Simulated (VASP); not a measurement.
**As: core levels with PBE**

As:

```
CELL_PARAMETERS angstrom
3.76159 2.17176 7.02812
-3.76159 2.17176 7.02812
0.00000 -4.34351 7.02812
ATOMIC_POSITIONS crystal
As 0.38700 0.38700 0.38700
As 0.38700 0.38700 0.88700
As 0.38700 0.88700 0.38700
As 0.38700 0.88700 0.88700
As 0.88700 0.38700 0.38700
As 0.88700 0.38700 0.88700
As 0.88700 0.88700 0.38700
As 0.88700 0.88700 0.88700
As 0.11300 0.11300 0.11300
As 0.11300 0.11300 0.61300
As 0.11300 0.61300 0.11300
As 0.11300 0.61300 0.61300
As 0.61300 0.11300 0.11300
As 0.61300 0.11300 0.61300
As 0.61300 0.61300 0.11300
As 0.61300 0.61300 0.61300
```

| Property | Result |
| --- | --- |
| Program | VASP 6.6.1 |
| Task | core levels |
| Functional | PBE |
| Potentials or basis | VASP PAW PBE potentials, release 64 (As) |
| Cutoff | 520 eV |
| k mesh | 5 × 5 × 5 |
| Occupations | methfessel-paxton, width 0.1 eV |
| Spin | no spin polarisation |
| Further INCAR settings | ALGO = Fast; EDIFF = 1e-06 |

The pressure is 4.0 GPa and the largest force is 0.502 eV/Å. The band gap on the k mesh is none (metal or under the smearing width).

Forces on the atoms (eV/Å):
```
As   0.000  0.000 -0.502
As   0.000  0.000 -0.502
As   0.000  0.000 -0.502
As   0.000  0.000 -0.502
As   0.000  0.000 -0.502
As   0.000  0.000 -0.502
As   0.000  0.000 -0.502
As   0.000  0.000 -0.502
As   0.000  0.000  0.502
As   0.000  0.000  0.502
As   0.000  0.000  0.502
As   0.000  0.000  0.502
As   0.000  0.000  0.502
As   0.000  0.000  0.502
As   0.000  0.000  0.502
As   0.000  0.000  0.502
```

Stress tensor (GPa, compression positive):
```
4.29 0.00 0.00
0.00 4.29 0.00
0.00 0.00 3.54
```

Levels at points of the mesh, in eV from the Fermi level:
| k point | band 37 | band 38 | band 39 | band 40 | band 41 | band 42 | band 43 | band 44 |
| --- | --- | --- | --- | --- | --- | --- | --- | --- |
| (0.00, 0.00, 0.00) | -0.71 | -0.42 | -0.42 | -0.42 | -0.38 | -0.38 | -0.38 | 0.34 |

Core levels (eV, on the scale of the bands):
```csv
atom,levels
1 As,"1s -11707.8, 2s -1476.3, 2p -1293.1, 3s -180.2, 3p -123.6, 3d -30.6"
2 As,"1s -11707.8, 2s -1476.3, 2p -1293.1, 3s -180.2, 3p -123.6, 3d -30.6"
3 As,"1s -11707.8, 2s -1476.3, 2p -1293.1, 3s -180.2, 3p -123.6, 3d -30.6"
4 As,"1s -11707.8, 2s -1476.3, 2p -1293.1, 3s -180.2, 3p -123.6, 3d -30.6"
5 As,"1s -11707.8, 2s -1476.3, 2p -1293.1, 3s -180.2, 3p -123.6, 3d -30.6"
6 As,"1s -11707.8, 2s -1476.3, 2p -1293.1, 3s -180.2, 3p -123.6, 3d -30.6"
```

It took 2.3 min on 4 MPI ranks on Intel(R) Xeon(R) Platinum 8488C (Sapphire Rapids), with other jobs on the host, peak memory 0.68 GiB a rank.
